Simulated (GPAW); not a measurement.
A calculation with GPAW 26.7.0 of TaN (native input, structure from a P1 CIF):

The input run.py:

```python
from ase.io import read
from gpaw import PW
from gpaw.dft import DFT

atoms = read('TaN.cif')

dft = DFT(atoms,
          mode=PW(800),
          xc='PBE',
          kpts={'size': (10, 10, 9), 'gamma': True},
          occupations={'name': 'fermi-dirac', 'width': 0.05},
          nbands=19,
          convergence={'density': 1e-05, 'energy': 1e-05},
          maxiter=150,
          txt='gpaw.txt')
print(f'Energy: {dft.calculate_energy():.6f} eV')
print('Forces (eV/A):')
print(dft.calculate_forces().round(4))
print('Stress (eV/A^3):', dft.calculate_stress().round(6))
dft.write_gpw_file('gs.gpw')
```

File TaN.cif:

```cif
data_TaN
_cell_length_a 2.93800000
_cell_length_b 2.93800000
_cell_length_c 2.88300000
_cell_angle_alpha 90.00000000
_cell_angle_beta 90.00000000
_cell_angle_gamma 120.00000000
_space_group_name_H-M_alt 'P1'
_space_group_name_Hall 'P 1'
_space_group_IT_number 1
loop_
_space_group_symop_operation_xyz
'x,y,z'
loop_
_atom_site_label
_atom_site_type_symbol
_atom_site_symmetry_multiplicity
_atom_site_Wyckoff_symbol
_atom_site_fract_x
_atom_site_fract_y
_atom_site_fract_z
_atom_site_occupancy
Ta1 Ta 1 a 0.0000000000 0.0000000000 0.5000000000 1
N1 N 1 a 0.6666666667 0.3333333333 0.0000000000 1
```

Potentials or basis: GPAW PAW data sets (gpaw-data 1.2.1), pw.

Run with:

```bash
$ OMP_NUM_THREADS=1 python run.py
```

Question: Write the same calculation in another form: ASE script, structure typed inline.

Answer: As run:

Contents of run.py:

```python
from ase import Atoms
from ase.dft.bandgap import bandgap
from ase.io import write
from ase.units import GPa
from gpaw import GPAW, PW

atoms = Atoms(['Ta', 'N'],
              cell=[[2.938, 0.0, 0.0],
                    [-1.469, 2.5443826363, 0.0],
                    [0.0, 0.0, 2.883]],
              scaled_positions=[[0.0, 0.0, 0.5],
                                [0.6666666667, 0.3333333333, 0.0]],
              pbc=True)

calc = GPAW(mode=PW(800),
            xc='PBE',
            kpts={'size': (10, 10, 9), 'gamma': True},
            occupations={'name': 'fermi-dirac', 'width': 0.05},
            nbands=19,
            convergence={'density': 1e-05, 'energy': 1e-05},
            maxiter=150,
            txt='gpaw.txt')
atoms.calc = calc
energy = atoms.get_potential_energy()
forces = atoms.get_forces()
stress = atoms.get_stress()
calc.write('gs.gpw')
write('result.traj', atoms)
print(f'Energy: {energy:.6f} eV')
print('Forces (eV/A):')
print(forces.round(4))
print('Stress (GPa):', (stress / GPa).round(3))
print('Fermi level:', round(calc.get_fermi_level(), 4), 'eV')
print(f'Gap: {bandgap(calc)[0]:.4f} eV, direct: {bandgap(calc, direct=True)[0]:.4f} eV')
```

Potentials or basis: GPAW PAW data sets (gpaw-data 1.2.1), pw.

The run is started by

```bash
$ OMP_NUM_THREADS=1 python run.py
```

Both were run:

|  | native input, structure from a P1 CIF | ASE script, structure typed inline |
| --- | --- | --- |
| Pressure | 4.7 GPa | 4.7 GPa |
| Band gap on the k mesh | none (metal or under the smearing width) | none (metal or under the smearing width) |

Keys that steer only the numerical path or the files written may differ.
